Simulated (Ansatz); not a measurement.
# Hf (P6_3/mmc) in Ansatz: notebook

The runs below take Hf through band structure, with LDA, PBE.

Program: Ansatz 0.2.0. These are calculated values, not measurements. Logs are shortened: lines on timing, memory, paths and dates and some standing lists are left out, and cuts for length are marked.

## 1. Starting point

The structure is hexagonal, space group P6_3/mmc (No. 194). The conventional cell has a = 3.197 Å, b = 3.197 Å, c = 5.058 Å, α = 90.00°, β = 90.00°, γ = 120.00°. Hf (site symmetry -6m2) is surrounded by 12 Hf at 3.13 to 3.20 Å.

## 2. Band structure, LDA

The input, input.yaml:

```yaml
crystal:
  lattice:
    - [3.1967, 0.0, 0.0]
    - [-1.59835, 2.7684234083, 0.0]
    - [0.0, 0.0, 5.0578]
  atoms:
    - { symbol: Hf, position: [0.6666666667, 0.3333333333, 0.75] }
    - { symbol: Hf, position: [0.3333333333, 0.6666666667, 0.25] }
hamiltonian:
  xc: lda
  pseudopotentials: { kind: paw }
kpoints:
  mp_grid: { grid: [10, 10, 5] }
  band_path:
    path:
      - [[0.0, 0.0, 0.0], [0.5, 0.0, 0.0], [0.3333333333, 0.3333333333, 0.0], [0.0, 0.0, 0.0], [0.0, 0.0, 0.5], [0.5, 0.0, 0.5], [0.3333333333, 0.3333333333, 0.5], [0.0, 0.0, 0.5]]
      - [[0.5, 0.0, 0.5], [0.5, 0.0, 0.0]]
      - [[0.3333333333, 0.3333333333, 0.0], [0.3333333333, 0.3333333333, 0.5]]
    npoints: 14
scf:
  occupations: { method: fermi_dirac, width: 0.05 }
  n_extra_bands: 6
output:
  forces: true
  stress: true
  eigenvalues: true
  fatbands: true
  write_density: true
  write_potential: true
  elf: true
  volumetric_format: npy
```

Potentials or basis: Ansatz PAW.

The run is started by

```
> ansatz run input.yaml --threads 2 --pin off --max-ram 5632MiB --backend cpu --events-out ev --progress --plain --runs-dir out
```

The log of the run:

```text
Warning: RAYON_NUM_THREADS=2 ignored (pool sized by the plan → 2); use --threads N
scf.n_extra_bands = 6 over 26 filled bands (N_el = 52.0): the run solves 32 bands
Engine: ansatz 0.2.0, aarch64-unknown-linux-gnu
Pseudopotentials: kind: paw
Pseudopotential: Hf, paw, valence charge 26, recommended cutoff 420 eV (normal), Hf.paw.azcp
Functional definition: SPW92
  exchange = slater_x
  correlation = pw_c
Crystal: 2 atoms, lattice volume = 44.761 Å³
Basis set: ecut = 420 eV, 881 PW (Γ)
Bands: 32, of which v1, the nominal top of the filled ones, is band 26 counted from 1 (25 counted from 0)
Symmetry: 24 space group operations
Space group: P63/mmc (ITA 194), of the structure as read, at distance tolerance 3.6e-5 Å
k-points: 42 of 500
Non-local potential: Hf, projectors of the file, l = 0: 3, l = 1: 2, l = 2: 2, l = 3: 3
PAW form: soft (Blöchl's): semilocal exchange-correlation on the pseudo side does not see the compensation charge
PAW frozen core: Hf, regenerated for the run's functional, and the local potential with it (the file was generated under x = pbe(κ = 0.804, μ = 0.2195149727645171), c = pbe(β = 0.06672455060314922))
PAW one-centre angular grid: Hf, 590 points (default); XC on 64 Gauss nodes
Initial density: superposition of atomic densities (neutral atoms: chi_scale 0, normalization atom), corrected by the library's trained network
Initial wavefunctions: pseudopotential atomic-orbital guess
Functional: x = slater, c = lda
SCF iter   1: F=—  HF=-30953.644432 eV  |F-HF|=—  |Δ(HF+E_count)|=         —  Δρ=4.34e-3  dr2=3.43e-3  ethr=1.77e-3  ⟨swp⟩=4.7  Hψ=4466  notcnv=0
preconditioner: auto → Kerker (q_TF=auto, 2.797 Å⁻¹)  [metal: Δε(μ)=0.028 eV  Ē_g=17.568 eV  σ=0.050 eV  W_gap=0.14  n_scr=22 (ndim 8)  ℏωp=38.5 eV  f_vac=0.000  D(μ)=1.22/eV (n_scr^D=2)]
SCF iter   2: F=—  HF=-30953.644381 eV  |F-HF|=—  |Δ(HF+E_count)|=   5.12e-5  Δρ=2.63e-3  dr2=1.41e-3  ethr=6.59e-6  ⟨swp⟩=2.0  Hψ=2484  notcnv=0
SCF iter   3: F=—  HF=-30953.644496 eV  |F-HF|=—  |Δ(HF+E_count)|=   1.15e-4  Δρ=1.14e-3  dr2=4.19e-4  ethr=2.70e-6  ⟨swp⟩=2.0  Hψ=1924  notcnv=0
SCF iter   4: F=—  HF=-30953.644427 eV  |F-HF|=—  |Δ(HF+E_count)|=   6.85e-5  Δρ=2.65e-4  dr2=2.36e-5  ethr=8.06e-7  ⟨swp⟩=2.0  Hψ=2105  notcnv=0
SCF iter   5: F=—  HF=-30953.644421 eV  |F-HF|=—  |Δ(HF+E_count)|=   6.40e-6  Δρ=6.10e-5  dr2=1.07e-6  ethr=4.54e-8  ⟨swp⟩=2.1  Hψ=2459  notcnv=0
SCF iter   6: F=—  HF=-30953.644421 eV  |F-HF|=—  |Δ(HF+E_count)|=   6.49e-8  Δρ=1.15e-5  dr2=4.73e-8  ethr=1.92e-10  ⟨swp⟩=8.4  Hψ=10723  notcnv=0
SCF iter   7: F=-30953.644420 eV  HF=-30953.644420 eV  |F-HF|=5.48e-9  |Δ(HF+E_count)|=   1.33e-7  Δρ=4.62e-6  dr2=1.06e-8  ethr=9.10e-11  ⟨swp⟩=9.5  Hψ=9270  notcnv=0
SCF 1 converged in 7 iterations: F = -30953.644420 eV  dr2 = 1.06e-8
NSCF: frozen V_eff on 129 k-points
SCF converged after 7 iterations
Free energy (F): -30953.644420 eV
Harris-Foulkes:  -30953.644420 eV  (|F-HF|=5.48e-9)
Internal energy: -30953.633728 eV  (E = F + TS)
E sigma→0 (E₀):  -30953.639074 eV
Entropy (-TS):   -0.010693 eV (-5.346 meV/atom)
Fermi energy:    19.534748 eV
--- Per-component energies (eV) ---
  E_band       = 53.346981
  E_kinetic    = 849.251501
  E_local      = -10176.305742  (includes V_loc(G=0)·N_el)
  E_nonlocal   = -2465.868977
  E_hartree    = 4775.466263
  E_xc         = -594.832720
  E_vxc        = -532.692651  (∫ρ·V_xc dr)
  E_paw        = -13371.538305  (= ΣΔE_a)
  E_vpaw       = 2828.030537  (= ΣTr[D̂ρ^β])
  E_aug_tail   = -0.000003  (compensation charges beyond the density's cutoff)
  E_ewald      = -9974.720229
  E_core_change = 4.914485  (= ΣΔE_core)
  E_smearing   = -0.010693  (= −TS)
  E_closure    = 0.000000  (closes the sum)
  Σ components = -30953.644420   (vs F -30953.644420, Δ=0.00e0)
--- Forces (eV/Å), atoms counted from 1 ---
  atom   1  Hf    -0.00000000     0.00000000     0.00000000
  atom   2  Hf    -0.00000000    -0.00000000    -0.00000000
  max |Σ_I F_I| component: 5.55e-17 eV/Å
--- Stress (GPa, compression-positive) ---
       -7.659158       0.000000      -0.000000
        0.000000      -7.659158      -0.000000
       -0.000000      -0.000000      -8.106663
  P = ⅓ Tr σ = -7.8083 GPa (-78.083 kbar)
--- Band table (eV; the first three rows and the last of 42) ---
  k-point 0: bands = ["-42.3474", "-42.2757", "-11.4926", "-10.7441", "-10.7441", "-10.6173", "-10.6144", "-10.6144", "7.6308", "7.6653", "7.6653", "7.6661", "7.6661", "7.6666", "7.6735", "7.6775", "7.6775", "7.6855", "7.7043", "7.7043", "7.7476", "7.7512", "12.2105", "15.8379", "20.3189", "20.6634", "20.6634", "20.9397", "21.4732", "21.4732", "22.0940", "22.0940"]
  k-point 1: bands = ["-42.3406", "-42.2826", "-11.4141", "-10.7318", "-10.7318", "-10.7065", "-10.6269", "-10.6269", "7.6323", "7.6519", "7.6519", "7.6647", "7.6676", "7.6676", "7.6706", "7.6847", "7.6847", "7.6880", "7.7098", "7.7098", "7.7480", "7.7509", "12.5751", "15.6350", "19.8510", "20.5004", "20.5004", "20.6400", "21.1987", "21.1987", "22.6434", "22.6434"]
  k-point 2: bands = ["-42.3228", "-42.3006", "-11.2039", "-10.9340", "-10.6996", "-10.6996", "-10.6595", "-10.6595", "7.6386", "7.6476", "7.6476", "7.6504", "7.6539", "7.6539", "7.6791", "7.6863", "7.7021", "7.7021", "7.7115", "7.7115", "7.7489", "7.7500", "13.5625", "14.8030", "19.5370", "19.9819", "20.4479", "20.4479", "20.7227", "20.7227", "23.7209", "23.7209"]
  k-point 41: bands = ["-42.2730", "-42.2702", "-11.2910", "-11.2789", "-11.0911", "-11.0122", "-10.7799", "-10.7558", "7.6536", "7.6609", "7.6637", "7.6680", "7.6714", "7.6740", "7.6832", "7.6849", "7.6861", "7.6872", "7.6892", "7.6936", "7.7289", "7.7291", "17.4152", "17.4847", "18.3222", "18.4642", "19.2941", "19.5377", "21.6031", "22.4584", "24.5764", "24.9180"]
```

It took 4.9 s on 2 threads of Arm Neoverse V2, shared host; peak memory 0.36 GiB.

What came out:

- Free energy: -30953.6444 eV
- Pressure: -7.8 GPa
- Band gap on the k mesh: none (metal or under the smearing width)

Stress tensor (GPa, compression positive):
```
-7.66  0.00  0.00
 0.00 -7.66  0.00
 0.00  0.00 -8.11
```

Levels at the corners of the path, in eV from the Fermi level:
```csv
point,band 22,band 23,band 24,band 25,band 26,band 27,band 28,band 29,band 30,band 31
Γ,-11.78,-7.32,-3.70,0.78,1.13,1.13,1.40,1.94,1.94,2.56
M,-11.81,-3.33,-2.73,-2.21,-0.71,0.73,0.88,1.66,5.80,6.31
K,-11.80,-2.12,-1.76,-1.76,-1.37,0.36,0.36,2.02,5.14,5.14
Γ,-11.78,-7.32,-3.70,0.78,1.13,1.13,1.40,1.94,1.94,2.56
A,-11.79,-5.35,-5.35,0.16,0.16,1.01,1.01,1.01,1.01,4.71
L,-11.81,-3.39,-3.39,-0.98,-0.98,1.28,1.28,2.60,2.60,6.05
H,-11.81,-1.77,-1.77,-1.41,-1.41,-0.14,-0.14,2.47,2.47,5.01
A,-11.79,-5.35,-5.35,0.16,0.16,1.01,1.01,1.01,1.01,4.71
L,-11.81,-3.39,-3.39,-0.98,-0.98,1.28,1.28,2.60,2.60,6.05
M,-11.81,-3.33,-2.73,-2.21,-0.71,0.73,0.88,1.66,5.80,6.31
K,-11.80,-2.12,-1.76,-1.76,-1.37,0.36,0.36,2.02,5.14,5.14
H,-11.81,-1.77,-1.77,-1.41,-1.41,-0.14,-0.14,2.47,2.47,5.01
```

Caveat: spin-orbit coupling is left out, which moves the levels of the heavy elements; the PAW data sets come from PBE, with cores solved anew for the run's functional, which leaves a small shift of forces and pressure.

## 3. Band structure, PBE

Changes to input.yaml since step 2:

```diff
@@ -9,3 +9,3 @@
 hamiltonian:
-  xc: lda
+  xc: pbe
   pseudopotentials: { kind: paw }
@@ -26,3 +26,3 @@
   eigenvalues: true
-  fatbands: true
+  fatbands: false
   write_density: true
```

Potentials or basis: Ansatz PAW.

The run is started by

```
> ansatz run input.yaml --threads 2 --pin off --max-ram 5632MiB --backend cpu --events-out ev --progress --plain --runs-dir out
```

Wall time 3.3 s (2 threads of Arm Neoverse V2, shared host); peak memory 0.36 GiB.

It converged, with:

* Free energy: -31442.7287 eV
* Pressure: 0.6 GPa
* Band gap on the k mesh: none (metal or under the smearing width)

Stress tensor (GPa, compression positive):
```
0.71 0.00 0.00
0.00 0.71 0.00
0.00 0.00 0.36
```

Levels at the corners of the path, in eV from the Fermi level:
```
point  band 23  band 24  band 25  band 26  band 27  band 28  band 29  band 30
    Γ    -7.37    -3.70     0.64     1.18     1.18     1.46     2.01     2.01
    M    -3.34    -2.74    -2.22    -0.80     0.79     0.88     1.68     5.89
    K    -2.12    -1.79    -1.79    -1.43     0.38     0.38     2.06     5.21
    Γ    -7.37    -3.70     0.64     1.18     1.18     1.46     2.01     2.01
    A    -5.39    -5.39     0.16     0.16     1.07     1.07     1.07     1.07
    L    -3.40    -3.40    -0.98    -0.98     1.19     1.19     2.66     2.66
    H    -1.75    -1.75    -1.45    -1.45    -0.19    -0.19     2.54     2.54
    A    -5.39    -5.39     0.16     0.16     1.07     1.07     1.07     1.07
    L    -3.40    -3.40    -0.98    -0.98     1.19     1.19     2.66     2.66
    M    -3.34    -2.74    -2.22    -0.80     0.79     0.88     1.68     5.89
    K    -2.12    -1.79    -1.79    -1.43     0.38     0.38     2.06     5.21
    H    -1.75    -1.75    -1.45    -1.45    -0.19    -0.19     2.54     2.54
```

Caveat: spin-orbit coupling is left out, which moves the levels of the heavy elements.
